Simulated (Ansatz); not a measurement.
# C: from a guess to a relaxed structure, part 2 of 2

Where does this trial cell of C go when cell and atoms are let free?

Ansatz 0.2.0; DFT PBE, scalar-relativistic, plane waves, PAW. The steps go on from the part before.

## 4. Relaxation on the finer mesh

The end of the coarse run is made exact in the group found at a tolerance of 0.06 Å and reduced to its primitive cell.

Input file input.yaml:

```yaml
crystal:
  lattice:
    - [-2.4708819221, 2.4708819221, 2.0959560462]
    - [2.4708819221, -2.4708819221, 2.0959560462]
    - [2.4708819221, 2.4708819221, -2.0959560462]
  atoms:
    - { symbol: C, position: [0.5357393827, 0.0357393827, 0.2005409329] }
    - { symbol: C, position: [0.8351984497, 0.3351984497, 0.7994590671] }
    - { symbol: C, position: [0.0357393827, 0.8351984497, 0.5] }
    - { symbol: C, position: [0.3351984497, 0.5357393827, 0.5] }
    - { symbol: C, position: [0.6648015503, 0.4642606173, 0.5] }
    - { symbol: C, position: [0.9642606173, 0.1648015503, 0.5] }
    - { symbol: C, position: [0.1648015503, 0.6648015503, 0.2005409329] }
    - { symbol: C, position: [0.4642606173, 0.9642606173, 0.7994590671] }
basis:
  ecutwfc: 420
kpoints:
  mp_grid: { grid: [8, 8, 8] }
hamiltonian:
  xc: pbe
scf:
  occupations: { method: gaussian, width: 0.02 }
output:
  forces: true
  stress: true
  eigenvalues: true
  write_density: true
  write_potential: true
  elf: true
  volumetric_format: npy
relax:
  adjacent_minimum: "off"
  f_tol: 0.01
  max_steps: 80
  cell: { stress_tol: 0.05 }
```

Command:

```
$ ansatz run input.yaml --threads 1 --pin off --max-ram 2560MiB --backend cpu --events-out ev --progress --plain --runs-dir out
```

The program printed (excerpt; [...] marks lines left out):

```text
Warning: RAYON_NUM_THREADS=1 ignored (pool sized by the plan → 1); use --threads N
[...]
Pseudopotentials: kind: paw
Pseudopotential: C, paw, valence charge 4, recommended cutoff 420 eV (normal), C.paw.azcp
Functional definition: PBE
[...]
Crystal: 8 atoms, lattice volume = 51.185 Å³
Basis set: ecut = 420 eV, 1003 PW (Γ), exchange–correlation on 60×60×60 points (8 copies of the dense FFT grid, shifted against one another)
Bands: 24, of which v1, the nominal top of the filled ones, is band 16 counted from 1 (15 counted from 0)
Symmetry: 16 space group operations
Space group: I4/mcm (ITA 140), of the structure as read, at distance tolerance 3.7e-5 Å
k-points: 59 of 512
[...]
SCF iter   1: F=—  HF=-2004.046176 eV  |F-HF|=—  |Δ(HF+E_count)|=         —  Δρ=1.11e-2  dr2=4.58e-2  ethr=1.77e-3  ⟨swp⟩=6.1  Hψ=7031  notcnv=0  defer=2
[...]
  F+E_penalty+E_count = -2004.03656959 eV   max|allowed force component| = 6.964e-3 eV/Å   (the final SCF, on the basis selected at the relaxed cell)
  cell:  # Å, volume = 51.1849 Å³
    - [-2.47073511958853, 2.47073511958853, 2.096183761592776]
    - [2.47073511958853, -2.47073511958853, 2.096183761592776]
    - [2.47073511958853, 2.47073511958853, -2.096183761592776]
  atoms:
    - { symbol: C, position: [0.5357391394248527, 0.035739139424852656, 0.20053809275739023] }
    - { symbol: C, position: [0.8352010466674629, 0.33520104666746253, 0.79946190724261] }
    - { symbol: C, position: [0.035739139424852656, 0.8352010466674626, 0.5000000000000001] }
    - { symbol: C, position: [0.3352010466674625, 0.5357391394248527, 0.5] }
    - { symbol: C, position: [0.6647989533325376, 0.46426086057514737, 0.5000000000000001] }
    - { symbol: C, position: [0.9642608605751477, 0.1647989533325375, 0.5000000000000002] }
    - { symbol: C, position: [0.1647989533325376, 0.6647989533325376, 0.20053809275739023] }
    - { symbol: C, position: [0.46426086057514737, 0.9642608605751477, 0.79946190724261] }
```

Run time: 39 s. Hardware: 1 thread of Intel Xeon at 2.50GHz (Skylake/Cascade Lake), shared host; peak memory 0.38 GiB.

Step by step:

```
step  energy from step 1 (eV/cell)  largest force component (eV/Å)  pressure (GPa)  volume (Å³)
   1                        0.0000                          0.0077            0.00        51.19
   2                        0.0000                          0.0070            0.00        51.18
   3                        0.0000                          0.0070            0.00        51.18
```

Step 1 is the start. Step 3 repeats the geometry before it on a plane-wave basis chosen anew for that cell, so its energy need not be comparable with the rows above.

Lengths and angles in the start's conventional setting:

|  | before | after | change |
| --- | --- | --- | --- |
| a (Å) | 4.942 | 4.941 | 0.0 % |
| b (Å) | 4.942 | 4.941 | 0.0 % |
| c (Å) | 4.192 | 4.192 | 0.0 % |
| volume (Å³/atom) | 6.40 | 6.40 | 0.0 % |
| shortest distance (Å) | 1.502 | 1.502 | 0.0 % |
| space group (0.01 Å) | I4/mcm | I4/mcm | same |

The run keeps the 16 symmetry operations of the start, so it could not have lowered the symmetry.

Axes a, b and c in the maps are those of this run's conventional cell (a, b, c = 4.941, 4.941, 4.192 Å).

Density in a lattice plane of the grid's cell (edges 4.94 and 4.19 Å, at 0.150 of the third edge), which holds C.

Ten even steps from ' ' (0.07 e/Å³) to '@' (1.79 e/Å³):
```
        ..::==##@@@@##==::............          
        ..--**%%@@@@%%**==--::::::::::......    
      ..::==##@@@@@@@@%%**********++==--::....  
    ....::==##%%@@@@@@%%%%%%@@@@@@%%##==::....  
    ....::--==++**********%%@@@@@@@@##==::..    
      ......::::::::::--==**%%@@@@%%**--..      
            ............::==##@@@@##==::..      
                      ..::--**%%%%**==::        
            ............::==##@@@@##==::..      
      ......::::::::::--==**%%@@@@%%**--..      
    ....::--==++**********%%@@@@@@@@##==::..    
    ....::==##%%@@@@@@%%%%%%@@@@@@%%##==::....  
      ..::==##@@@@@@@@%%**********++==--::....  
        ..--**%%@@@@%%**==--::::::::::......    
        ..::==##@@@@##==::............          
          ::==**%%%%**--::..                    
```
Columns run along the first of these edges and rows up along the second, over one cell in 24 and 16 even steps from the bottom left corner. Atoms in the plane (fractional): C at (0.65, 0.69), C at (0.35, 0.19), C at (0.35, 0.81), C at (0.65, 0.31).

ELF in the same plane.

Values, 10 rows by 12 columns:
```
0.12 0.09 0.33 0.58 0.54 0.61 0.57 0.34 0.31 0.33 0.27 0.21
0.26 0.26 0.57 0.59 0.08 0.44 0.89 0.68 0.48 0.71 0.56 0.32
0.26 0.32 0.57 0.71 0.48 0.68 0.89 0.44 0.07 0.59 0.57 0.26
0.12 0.21 0.27 0.33 0.30 0.34 0.57 0.61 0.54 0.58 0.33 0.09
0.05 0.13 0.12 0.06 0.04 0.06 0.36 0.87 0.94 0.73 0.21 0.03
0.12 0.21 0.27 0.33 0.31 0.34 0.57 0.61 0.54 0.58 0.33 0.09
0.26 0.32 0.56 0.71 0.48 0.68 0.88 0.44 0.08 0.59 0.57 0.26
0.25 0.26 0.57 0.59 0.08 0.44 0.89 0.68 0.48 0.71 0.57 0.32
0.12 0.09 0.33 0.58 0.54 0.61 0.57 0.34 0.30 0.33 0.27 0.21
0.05 0.03 0.21 0.72 0.94 0.87 0.36 0.06 0.04 0.06 0.12 0.13
```
Columns run along the first of these edges and rows up along the second, over one cell in 12 and 10 even steps from the bottom left corner. Atoms in the plane (fractional): C at (0.65, 0.69), C at (0.35, 0.19), C at (0.35, 0.81), C at (0.65, 0.31).

Both are smooth fields of the valence electrons: close to the nuclei they are not physical.

Maxima of ELF outside the ion cores: 0.95 on the C–C line, 0.8 Å from C.

## 5. Outcome

The summary covers parts 1 to 2. Changes of volume or cell count from the first structure of part 1.

| quantity | value |
| --- | --- |
| symmetry at the end (tolerance 0.02 Å) | space group I4/mcm (No. 140) |
| conventional cell | a = 4.941 Å, b = 4.941 Å, c = 4.192 Å, α = 90.00°, β = 90.00°, γ = 90.00° |
| volume | 6.40 Å³/atom |
| energy over the standard state | +0.44 eV/atom |
| gap on the mesh | 3.07 eV |

The space group I4/mcm (No. 140) is kept, and the volume per atom grows by 6.0 % from the first guess. It lies above the element's standard state, so it is metastable at best. No finished test with a distortion of lower symmetry is shown, so the end may be a saddle point.
